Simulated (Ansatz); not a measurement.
Sn under changes of volume

One of the cells (33.803 Å³/atom); the others are scaled copies at fixed shape and fractional positions:

```
Sn
1.0
     0.00000    3.23334    3.23334
     3.23334    0.00000    3.23334
     3.23334    3.23334    0.00000
Sn
2
Cartesian
  4.8500 4.8500 4.8500
  3.2333 3.2333 3.2333
```

This isn't the form of Sn at room conditions, which is tetragonal (white tin).

```yaml
Program: Ansatz 0.2.0
Functional: PBE
Potentials_or_basis: JTH PAW
Cutoff: "6600 eV (not typed: the program's choice for these potentials)"
k_mesh: 7 × 7 × 7
Occupations: fermi-dirac, width 0.05 eV
Spin: no spin polarisation
```

| volume (Å³/atom) | energy over the lowest point (meV/atom) | pressure (GPa) |
| --- | --- | --- |
| 31.775 | 101.15 | 7.6 |
| 32.451 | 72.01 | 6.2 |
| 33.127 | ? | ? |
| 33.803 | 30.00 | 3.8 |
| 34.479 | 16.06 | 2.8 |
| 35.155 | 6.20 | 1.9 |
| 35.831 | 0.00 | 1.1 |

Q: What does the run at 33.127 Å³/atom give?

A: Energy over the lowest point 48.49 meV/atom; pressure 5.0 GPa.

Worked out: A Birch-Murnaghan fit of order 3 (a polynomial in V^(-2/3)) to the other rows has its minimum at 36.82 Å³/atom, just outside them, with B0 = V·E''(V) = 37 GPa and B' = 4.7. It gives 48.48 meV/atom at 33.127 Å³/atom, against the run's 48.49, and -dE/dV = 5.0 GPa, against 5.0.

Energies are extrapolated to zero smearing.
